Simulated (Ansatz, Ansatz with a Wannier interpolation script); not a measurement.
An input for Ansatz 0.2.0 (MoS2 (2H monolayer)):

```yaml
crystal:
  lattice:
    - [3.1851833438, 0.0, 0.0]
    - [-1.5925916719, 2.7584496915, 0.0]
    - [0.0, 0.0, 29.5]
  atoms:
    - { symbol: Mo, position: [0.3333333333, 0.6666666667, 0.5] }
    - { symbol: S, position: [0.6666666667, 0.3333333333, 0.5529690683] }
    - { symbol: S, position: [0.6666666667, 0.3333333333, 0.4470309317] }
  periodic: [true, true, false]
kpoints:
  mp_grid: { grid: [12, 12, 1] }
hamiltonian:
  xc: pbe
scf:
  occupations: { method: fixed }
gw:
  n_empty_bands: 421
  ecut_chi: 80.0
  qp_bands: [v7, c3]
  screening: { model: contour_deformation }
```

```sh
ansatz run input.yaml --threads 12 --pin off --max-ram 27648MiB --backend cpu --events-out ev --progress --plain --runs-dir out
```

**Question.** How long will it take on 12 threads of Intel Xeon 6975P-C (Granite Rapids), shared host, and how much memory?

It took 14 min; on shared hardware allow 7 min to 28 min. Peak host memory was 8.6 GiB. The sizes that set the cost: 5127 plane waves a state, 19 irreducible k points, 434 bands summed, 421 plane waves in the screening and 7 SCF cycles.

The screening grows as filled bands × empty bands × pairs of k points, times the square of the screening basis for the matrix.

[Paths, hosts, dates, memory and timing lines, banners, echoed tables and standing remarks are left out of the program output.]

[Logs are printed without paths, hosts, clocks, repeated set-up lines and the standing remarks that a program may print on its own settings, such as how far it seeks lower states.]

[Runs of the session that timed out or met a known fault of the program may be left out.]

[Hosts, paths, dates, database ids (printed as entryN), source tags and the programs' standing remarks are cut or masked in the printed files.]
